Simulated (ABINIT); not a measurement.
Runs of ABINIT 10.8.3 (patched build) on MgB2. It takes space group P6/mmm (No. 191, hexagonal). Conventional cell: a = 3.085 Å, b = 3.085 Å, c = 3.523 Å, α = 90.00°, β = 90.00°, γ = 120.00°. Mg (site symmetry 6/mmm) is surrounded by 12 B at 2.51 Å. Around B (site symmetry -6m2) lie 3 B at 1.78 Å. 

```csv
task,level,potentials or basis,cell,k mesh,cutoff (eV),cell freedom (optcell),cutoff smearing ecutsm (Ha),optimiser (ionmov),force stop (Ha/bohr),fine-grid cutoff,mesh quality,gap on the mesh (eV),pressure (GPa),V0 of scaled cells (Å³/atom),relaxed volume (Å³/atom),B0 (GPa)
relaxation of cell and atoms,revPBE+D3(BJ),JTH PAW PBE v2.0,relaxed,10 × 10 × 8,517,2,0.5,2,0.0002,1034.03 eV,not flagged,none,0.0,-,9.15,-
single point,LDA,JTH PAW LDA v2.0,as given,4 × 4 × 3,408,-,-,-,-,816.342 eV,coarse,none,-,-,-,-
equation of state,rPW86PBE,JTH PAW PBE v2.0,as given,10 × 10 × 8,517,-,-,-,-,1034.03 eV,not flagged,-,-,9.69,-,(b)
equation of state,WC,JTH PAW PBE v2.0,as given,10 × 10 × 8,517,-,-,-,-,1034.03 eV,not flagged,-,-,(c),-,155
single point,r2SCAN,JTH PAW PBE v2.0,as given,6 × 6 × 5,626,-,-,-,-,1224.51 eV,coarse,none,-,-,-,-
band structure,PBE,SG15 NC PBE v1.2,as given,10 × 10 × 8,1143,-,-,-,-,-,not flagged,none,-1.7,-,-,-
equation of state,PBE,JTH PAW PBE v2.0,as given,10 × 10 × 8,517,-,-,-,-,1034.03 eV,not flagged,-,-,(a),-,152
relaxation of cell and atoms,r2SCAN,JTH PAW PBE v2.0,relaxed,6 × 6 × 5,626,2,0.5,2,5e-05,1224.51 eV,coarse,none,-,-,9.51,-
```

Alike in all rows: no spin polarisation; smearing fermi-dirac 0.05 eV.

Question: Fill in the values left out.

Answer: (a) 9.63; (b) 148; (c) 9.51.

Caveats: some runs use coarse meshes; the PAW data sets were made with another functional, which shifts forces and pressure a little (some runs); pressures at fixed basis lie under the slope of the energies (some runs); the cell was scaled at fixed shape and fractional positions, which overstates the stiffness of a crystal with free parameters, most of all of layers and chains (some runs); pairwise dispersion overbinds metals, which lowers pressure and volume (some runs).

A k mesh can miss the band edges.

A gap of «none» marks a metal or a gap under the smearing width.

Not every run made on this cell is shown here.
